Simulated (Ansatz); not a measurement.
KBr (Pm-3m) from a database structure (r2SCAN geometry), in Ansatz:

```
K Br
1.0
     3.97587    0.00000    0.00000
     0.00000    3.97587    0.00000
     0.00000    0.00000    3.97587
K Br
1 1
Cartesian
  0.0000 0.0000 0.0000
  1.9879 1.9879 1.9879
```

G0W0@r2SCAN with 236 empty bands, a screening cutoff of 140 eV and a 4×4×4 mesh (PAW, contour deformation) gives 6.724 eV over the mesh points, from an r2SCAN gap of 4.765 eV; it sums over 244 bands with 251 plane waves in the screening and a wave cutoff of 500 eV. G0W0 values are finite-basis, finite-mesh values. The values are computed, spin-unpolarised, and not measurements.

**Question.** Estimate the gap with starting point HSE06, with them a wave cutoff of 420 eV.

**Answer.** 6.928 eV (+0.204 eV), from a Kohn-Sham gap of 5.193 eV.

**Question.** Estimate the gap with potentials of the kind norm-conserving, with them a wave cutoff of 1240 eV.

**Answer.** 6.662 eV (-0.062 eV), from a Kohn-Sham gap of 4.768 eV.

**Question.** Another run gave a Kohn-Sham gap of 4.765 eV and a G0W0 gap of 6.802 eV, summing over 442 bands with 461 plane waves in the screening and a wave cutoff of 500 eV. What was changed?

**Answer.** Empty bands 434, screening cutoff 210 eV. The counts of bands and plane waves show that both rose or fell; the cutoff follows only within a few eV.

**Question.** Estimate the gap with frequency model Godby-Needs pole.

**Answer.** 6.702 eV (-0.022 eV), from a Kohn-Sham gap of 4.765 eV.

The runs are scalar-relativistic, without spin-orbit coupling.
